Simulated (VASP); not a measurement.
A run of VASP 6.6.1:

The input INCAR:

```
SYSTEM = CO
PREC = Accurate
ENCUT = 400
EDIFF = 1E-6
ISMEAR = 0
SIGMA = 0.01
LREAL = .FALSE.
LASPH = .TRUE.
NELM = 100
ALGO = Normal
ISIF = 2
LWAVE = .FALSE.
LCHARG = .FALSE.
GGA = RP
IVDW = 12
NBANDS = 12
ISYM = 0
```

File KPOINTS:

```
Automatic mesh
0
G
  1 1 1
  0 0 0
```

POSCAR

```
CO                                      
1.0
   11.4664208122      0.0000000000      0.0000000000
    0.0000000000     11.9664208122      0.0000000000
    0.0000000000      0.0000000000     12.4664208122
  C               O             
     1     1
Selective dynamics
Direct
     0.5219830802999965    0.5161969978000016    0.4612390425999990   F   F   F
     0.4773768654687762    0.4918125284690365    0.5398882483994512   T   T   T
```

Potentials or basis: VASP PAW PBE potentials, release 64 (C, O).

The run is started by

```bash
$ cat potpaw_PBE.64/C/POTCAR potpaw_PBE.64/O/POTCAR > POTCAR
$ mpirun -np 4 vasp_gam > vasp.out
```

Hardware: 4 MPI ranks on Intel(R) Xeon(R) Platinum 8559C (Emerald Rapids), on a shared host.

Problem. How long does it take, and how much memory?

Solution. It took 24 s on 4 MPI ranks on Intel(R) Xeon(R) Platinum 8559C (Emerald Rapids) (shared host), peak memory 0.35 GiB a rank. Counts: scf iterations 21, k points 1.
